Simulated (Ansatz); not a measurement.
## TiSi2 in Ansatz: the effect of functional

Crystal: TiSi2.

```
Ti Si
1.0
     0.00000    4.11752    4.26290
     2.38951    0.00000    4.26290
     2.38951    4.11752    0.00000
Ti Si
2 4
Direct
  0.75000 0.75000 0.75000
  0.50000 0.50000 0.50000
  0.41257 0.08743 0.41257
  0.08743 0.41257 0.08743
  0.16257 0.83743 0.16257
  0.83743 0.16257 0.83743
```

The cell is a database's computed one.

Alike in all runs:

| Property | Result |
| --- | --- |
| Program | Ansatz 0.2.0 |
| Task | projected density of states |
| Potentials or basis | Ansatz PAW |
| k mesh | 7 × 7 × 7 |
| Occupations | fermi-dirac, width 0.05 eV |
| Spin | no spin polarisation |

```csv
functional,cutoff,pressure (GPa),largest force (eV/Å)
LDA,420 eV (not typed: the program's choice for these potentials),-5.1,0.06
PBE,420 eV (not typed: the program's choice for these potentials),2.1,0.02
PBEsol,420 eV (not typed: the program's choice for these potentials),-2.0,0.05
RPBE,420 eV (not typed: the program's choice for these potentials),4.7,0.01
revPBE,420 eV (not typed: the program's choice for these potentials),4.0,0.01
BLYP,420 eV (not typed: the program's choice for these potentials),?,?
r2SCAN,500 eV (not typed: the program's choice for these potentials),-0.2,0.02
```

Q: What does the run with functional BLYP give?

A: Pressure 8.9 GPa; largest force 0.02 eV/Å.

Caveats: the density of states is complete only up to the lowest level of the last band computed; the PAW data sets come from PBE, with cores solved anew for the run's functional, which leaves a small shift of forces and pressure (some runs).
